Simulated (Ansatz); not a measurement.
Crystal: Pt.

```
Pt
1.0
     2.76067    0.00000    0.00000
    -1.38033    2.39081    0.00000
     0.00000    0.00000    4.79213
Pt
2
Direct
  0.33333 0.66667 0.25000
  0.66667 0.33333 0.75000
```

This isn't the form of Pt at room conditions, which is fcc.

Base run:

```yaml
Program: Ansatz 0.2.0
Functional: PBE
Potentials_or_basis: all-electron LAPW, scalar-relativistic
Cutoff: 273 eV (chosen from the basis error)
Basis_error_allowed: 0.001 eV/atom
k_mesh: 11 × 11 × 6
Occupations: fermi-dirac, width 0.05 eV
Spin: no spin polarisation
```

Its results: pressure -0.6 GPa.

Q: The run is repeated on the same cell with these changes: functional from PBE to PBEsol. What comes out?

A: Pressure -10.7 GPa.

PBEsol binds more tightly than PBE, so the same cell stands under less pressure.
